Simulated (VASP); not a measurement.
TePt:

```
CELL_PARAMETERS angstrom
0.00000 3.24504 3.24504
3.24504 0.00000 3.24504
3.24504 3.24504 0.00000
ATOMIC_POSITIONS crystal
Pt 0.00000 0.00000 0.00000
Te 0.25000 0.25000 0.25000
```

Measurements of this composition are mostly on another form, of space group No. 166.

```yaml
Program: VASP 6.6.1
Task: relaxation of cell and atoms
Functional: TPSS
Potentials_or_basis: VASP PAW PBE potentials, release 64 (Pt, Te)
Cutoff: 600 eV
k_mesh: 7 × 7 × 7
Occupations: gaussian, width 0.05 eV
Spin: no spin polarisation
```

At the start: pressure -11.2 GPa; volume 34.17 Å³/atom.

**Question.** How do energy, volume and symmetry change on relaxing?

**Answer.** Over 6 steps the energy falls by 317.5 meV/atom and the volume is 27.08 Å³/atom (-20.8 %); space group F-43m (No. 216, to 0.05 Å).

The path:
```
step  energy change (eV)  largest force (eV/Å)  pressure (GPa)  volume (Å³)
   1              0.0000                0.0000          -11.20        68.34
   2             -0.3248                0.0000           16.74        47.33
   3             -0.6348                0.0000           -0.32        54.36
   4             -0.6350                0.0000            0.10        54.10
   5             -0.6350                0.0000           -0.09        54.22
   6             -0.6350                0.0000            0.01        54.16
```

Final structure:
```
Pt Te
1.0
     0.00000    3.00289    3.00289
     3.00289    0.00000    3.00289
     3.00289    3.00289    0.00000
Pt Te
1 1
Direct
  0.00000 0.00000 0.00000
  0.25000 0.25000 0.25000
```

Caveat: the volume moved by over 15 % at a fixed basis, so the end points are rough; the PAW data sets were made with another functional, which shifts forces and pressure a little.
